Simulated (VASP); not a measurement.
Input of a VASP 6.6.1 run:

File POSCAR:

```
AlN
1.0
   -6.2557320000     -5.4176240000     -5.0159260000
    6.2557320000      5.4176240000     -5.0159260000
    6.2557320000     -5.4176240000      5.0159260000
Al N
32 32
Direct
    0.0836837500      0.6253503800      0.7083331200
    0.8336837500      0.5003503800      0.3333331200
    0.0836837500      0.8753503800      0.9583331200
    0.8336837500      0.7503503800      0.5833331200
    0.0836837500      0.1253503700      0.2083331200
    0.5836837500      0.6253503800      0.2083331200
    0.8336837500      0.0003503700      0.8333331200
    0.3336837500      0.5003503800      0.8333331200
    0.0836837500      0.3753503800      0.4583331200
    0.5836837500      0.8753503800      0.4583331200
    0.8336837500      0.2503503800      0.0833331300
    0.3336837500      0.7503503800      0.0833331300
    0.5836837500      0.1253503700      0.7083331200
    0.3336837500      0.0003503800      0.3333331200
    0.5836837500      0.3753503800      0.9583331200
    0.3336837500      0.2503503700      0.5833331200
    0.4170172500      0.0003506300      0.9166668800
    0.1670172500      0.8753506200      0.5416668800
    0.4170172500      0.2503506300      0.1666668800
    0.1670172500      0.1253506300      0.7916668800
    0.4170172500      0.5003506300      0.4166668800
    0.9170172500      0.0003506300      0.4166668800
    0.1670172500      0.3753506300      0.0416668800
    0.6670172500      0.8753506200      0.0416668800
    0.4170172500      0.7503506200      0.6666668800
    0.9170172500      0.2503506300      0.6666668800
    0.1670172500      0.6253506300      0.2916668800
    0.6670172500      0.1253506200      0.2916668800
    0.9170172500      0.5003506300      0.9166668800
    0.6670172500      0.3753506300      0.5416668800
    0.9170172500      0.7503506200      0.1666668700
    0.6670172500      0.6253506300      0.7916668800
    0.3929827500      0.9346493800      0.7083331200
    0.1429827500      0.8096493800      0.3333331200
    0.3929827500      0.1846493800      0.9583331200
    0.1429827500      0.0596493800      0.5833331200
    0.3929827500      0.4346493800      0.2083331200
    0.8929827500      0.9346493800      0.2083331200
    0.1429827500      0.3096493800      0.8333331200
    0.6429827500      0.8096493800      0.8333331200
    0.3929827500      0.6846493800      0.4583331200
    0.8929827500      0.1846493800      0.4583331200
    0.1429827500      0.5596493800      0.0833331300
    0.6429827500      0.0596493800      0.0833331300
    0.8929827500      0.4346493800      0.7083331200
    0.6429827500      0.3096493800      0.3333331200
    0.8929827500      0.6846493800      0.9583331200
    0.6429827500      0.5596493800      0.5833331200
    0.2263162500      0.8096496200      0.9166668800
    0.9763162500      0.6846496200      0.5416668800
    0.2263162500      0.0596496300      0.1666668800
    0.9763162500      0.9346496200      0.7916668800
    0.2263162500      0.3096496300      0.4166668800
    0.7263162500      0.8096496200      0.4166668800
    0.9763162500      0.1846496300      0.0416668800
    0.4763162500      0.6846496200      0.0416668800
    0.2263162500      0.5596496300      0.6666668800
    0.7263162500      0.0596496300      0.6666668800
    0.9763162500      0.4346496200      0.2916668800
    0.4763162500      0.9346496200      0.2916668800
    0.7263162500      0.3096496300      0.9166668800
    0.4763162500      0.1846496300      0.5416668800
    0.7263162500      0.5596496200      0.1666668700
    0.4763162500      0.4346496300      0.7916668800
```

File INCAR.step1:

```
PREC     = Normal         # precision mode
ENCUT    = 400            # plane-wave cutoff, eV
EDIFF    = 1E-5           # SCF threshold, eV
ISMEAR   = 0              # smearing method
SIGMA    = 0.01           # smearing width, eV
LREAL    = Auto         
LASPH    = T              # aspherical terms in the spheres
NELM     = 80             # most SCF steps
ALGO     = Normal         # electronic algorithm
ISIF     = 2              # what is computed and relaxed
LWAVE    = T              # write WAVECAR
ICORELEVEL= 1            
GGA      = PE             # functional
LUSENCCL = F
```

The input INCAR.step2:

```
PREC     = Normal         # precision mode
ENCUT    = 400            # plane-wave cutoff, eV
EDIFF    = 1E-7           # SCF threshold, eV
ISMEAR   = 0              # smearing method
SIGMA    = 0.01           # smearing width, eV
LREAL    = Auto         
LASPH    = T              # aspherical terms in the spheres
NELM     = 80             # most SCF steps
ALGO     = Normal         # electronic algorithm
ISIF     = 2              # what is computed and relaxed
LWAVE    = F              # write WAVECAR
LCHARG   = F              # write CHGCAR
GGA      = PE             # functional
LHFCALC  = T              # exact exchange
HFSCREEN = 0.2            # screening, 1/A
PRECFOCK = Fast         
ICORELEVEL= 1            
ISTART   = 1            
LUSENCCL = F
```

File KPOINTS:

```
Automatic mesh
0
Gamma
  1 1 1
```

Potentials or basis: VASP PAW PBE potentials, release 64 (Al, N).

Command:

```console
$ cat potpaw_PBE.64/Al/POTCAR potpaw_PBE.64/N/POTCAR > POTCAR
$ cp INCAR.step1 INCAR
$ mpirun -np 1 vasp_gam > vasp.out
$ cp INCAR.step2 INCAR
$ mpirun -np 1 vasp_gam > vasp.out
```

Task: Estimate the band gap on the k mesh.

Result: 5.46 eV.

Task: What does it give for the largest force?

Result: 0.014 eV/Å.

Core levels (eV, on the scale of the bands):
```csv
atom,levels
1 Al,"1s -1497.5, 2s -94.8, 2p -56.2"
2 Al,"1s -1497.5, 2s -94.8, 2p -56.2"
3 Al,"1s -1497.5, 2s -94.8, 2p -56.2"
4 Al,"1s -1497.5, 2s -94.8, 2p -56.2"
5 Al,"1s -1497.5, 2s -94.8, 2p -56.2"
6 Al,"1s -1497.5, 2s -94.8, 2p -56.2"
```

Caveat: the k mesh is coarse (spacing up to 0.85 Å⁻¹), so the values aren't converged, least of all with exact exchange; the PAW data sets were made with another functional, which shifts forces and pressure a little; an odd mesh through Γ misses points on the zone boundary, where band edges often lie.
